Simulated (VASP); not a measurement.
Write the native input for VASP 6.6.1 that does the following.

```
Task                   : single point
Functional             : PBEsol
Potentials or basis    : VASP PAW PBE potentials, release 64 (B, N)
Cutoff                 : 520 eV
k mesh                 : 12 × 12 × 4
Occupations            : gaussian, width 0.05 eV
Spin                   : no spin polarisation
Dipole correction      : no
Further INCAR settings : ALGO = Normal; EDIFF = 1e-06; NBANDS = 16
```

The structure of BN lies in POSCAR:

```
BN
1.0
    2.3566824927      0.0000000000      0.0000000000
   -1.1783412464      2.0409469073      0.0000000000
    0.0000000000      0.0000000000      7.9262663035
B N
2 2
Direct
    0.3333333333      0.6666666667      0.2500000000
    0.6666666667      0.3333333333      0.7500000000
    0.3333333333      0.6666666667      0.7500000000
    0.6666666667      0.3333333333      0.2500000000
```

One way to write it, as run:

INCAR

```
SYSTEM = BN
PREC = Accurate ; ENCUT = 520
EDIFF = 1E-6 ; ISMEAR = 0
SIGMA = 0.05 ; LREAL = .False.
LASPH = .True. ; NELM = 100
ALGO = Normal ; ISIF = 2
LWAVE = .False. ; LCHARG = .True.
GGA = PS ; LELF = .True.
LVHAR = .True. ; NBANDS = 16
```

KPOINTS

```
regular mesh
0
Gamma
  12 12 4
  0 0 0
```

Potentials or basis: VASP PAW PBE potentials, release 64 (B, N).

Command:

```sh
$ cat potpaw_PBE.64/B/POTCAR potpaw_PBE.64/N/POTCAR > POTCAR
$ mpirun -np 1 vasp_std > vasp.out
```

It gave:

```json
{
 "Pressure": "47.9 GPa",
 "Band gap on the k mesh": "4.20 eV, indirect (least direct gap 5.07 eV)"
}
```

Caveat: a pressure of tens of GPa on the cell as given is suspect, and the run, the potentials or the cell itself is likely at fault; the PAW data sets were made with another functional, which shifts forces and pressure a little; this functional lacks dispersion, which binds the layers, so the pressure and a relaxed spacing across them are unreliable.

It took 26 s on 1 thread of Intel(R) Xeon(R) Platinum 8488C (Sapphire Rapids), on a shared host, peak memory 0.16 GiB.
